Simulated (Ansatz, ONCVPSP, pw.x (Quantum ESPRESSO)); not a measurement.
From atom to crystal: ONCV potential for Zr

ONCVPSP 4.0.1.1 (patched build) input, shortened (lines: element, Z, core and valence counts, functional; n l f; lmax; l rc ep ncon nbas qcut; lloc lpopt rc5 dvloc0; l nproj debl; icmod fcfact rcfact), PBEsol, scalar-relativistic:

```
  Zr 40.00    6    5  -116133      upf
    1    0    2.00
    2    0    2.00
    2    1    6.00
    3    0    2.00
    3    1    6.00
    3    2   10.00
    4    0    2.00
    4    1    6.00
    4    2    2.00
    5    0    1.75
    5    1    0.25
    2
    0    2.35    0.00    4    7    6.50
    1    2.00    0.00    5    9    5.60
    2    2.90    0.00    5    9    6.50
    4    5    1.90    1.00
    0    2    2.40
    1    3    0.80
    2    1    2.50
    0    0.00    0.00
```

Atomic tests: cutoffs needed: 12 Ha and 14 Ha (the cutoffs (Ha) at which the residual kinetic energy of the hardest occupied pseudo-wave falls to 1 and 0.1 mHa per electron); ghost test: no bound ghost flagged; GHOST(+) flags only above 600 eV; largest excitation error: -7.1 meV (all-electron minus pseudo) for 4s2 4p6 4d2 5s0 5p0, out of 4 test configurations.

Crystal test: bcc Zr in pw.x 7.5, no spin, 13³ k-points, Fermi–Dirac smearing 0.01 Ry, cutoffs 35/140 Ry. The reference is all-electron LAPW (Ansatz 0.2.0) with the same functional, mesh and smearing; V0 and B0 come from Birch–Murnaghan fits to the pressures at five volumes. Errors are pseudo minus all-electron; Δ is the rms difference of the E(V) curves that follow from these fits, minima aligned, over ±6 % about the mean V0. Mesh and smearing are coarse, so the numbers serve the comparison and aren't converged zero-temperature values; the lattice is a test structure that the element need not adopt.

| V (Å³/atom) | P all-electron (GPa) | P pseudo (GPa) |
| --- | --- | --- |
| 21.067 | 4.13 | 4.77 |
| 21.622 | 1.50 | 2.09 |
| 22.176 | -0.86 | -0.32 |
| 22.730 | -2.98 | -2.49 |
| 23.285 | -4.88 | -4.43 |

All-electron: a0 = 3.529 Å (V0 = 21.97 Å³/atom), B0 = 92.2 GPa.

Pseudopotential: mean pressure error (GPa): +0.54; a0 (Å): 3.536; a0 error (%): +0.20; B0 error (%): +0.2; Δ (meV/atom): 2.7.

**Question.** At the middle volume, how do free energy and pressure move when the wave cutoff is lowered (ecutrho kept at four times it)?

**Answer.**

| cutoff (Ry) | shift of F (meV/atom) | shift of P (GPa) |
| --- | --- | --- |
| 16 | +1990.0 | -60.87 |
| 21 | +242.3 | -10.19 |
| 28 | +13.4 | -0.69 |

The run at the middle volume (84 k-points, 6 iterations) took about 8.1 s on one core of a shared host (Intel(R) Xeon(R) Platinum 8259CL CPU @ 2.50GHz, 96 threads, 755 GiB, load 32).
